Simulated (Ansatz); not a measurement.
Space group P6_3mc (No. 186). a = 3.280 Å, b = 3.280 Å, c = 5.293 Å, α = 90.00°, β = 90.00°, γ = 120.00°
```csv
atom,site,symmetry,x,y,z
Zn,2b,3m.,0.3333,0.6667,0.8105
O,2b,3m.,0.6667,0.3333,0.6896
```

Equation of state of this ZnO structure (not necessarily the ground state), with shape and atoms relaxed at each volume where symmetry leaves them free. Level of theory: DFT PBE, scalar-relativistic, plane waves, PAW in Ansatz.

Settings: cutoff 420 eV, Γ-centred mesh 9×9×6 on the computed 4-atom cell, Gaussian smearing of 0.02 eV; no spin polarisation.

| V (Å³/atom) | E − E(largest V) (meV/atom) | P (GPa) | gap on mesh (eV) |
| --- | --- | --- | --- |
| 10.847 | 48.13 | 21.87 | 0.92 |
| 11.217 | 5.81 | 14.98 | 0.88 |
| 11.587 | -21.77 | 9.14 | 0.83 |
| 11.957 | -37.05 | 4.20 | 0.79 |
| 12.326 | -41.77 | 0.00 | 0.74 |
| 12.696 | -37.52 | -3.57 | 0.70 |
| 13.066 | -25.67 | -6.61 | 0.66 |
| 13.559 | 0.00 | -9.96 | 0.60 |

Fit a third-order Birch–Murnaghan equation, E = E0 + (9V0B0/16)·[(x − 1)³B0' + (x − 1)²(6 − 4x)] with x = (V0/V)^(2/3), to E(V).

V0 = 12.33 Å³/atom, B0 = 129 GPa, B0' = 4.4.

An odd mesh misses points on the zone edge, so a gap read on it can be too wide.

The cell was reached from a generator's guess, though it ends in a space group that the Crystallography Open Database lists for this formula.
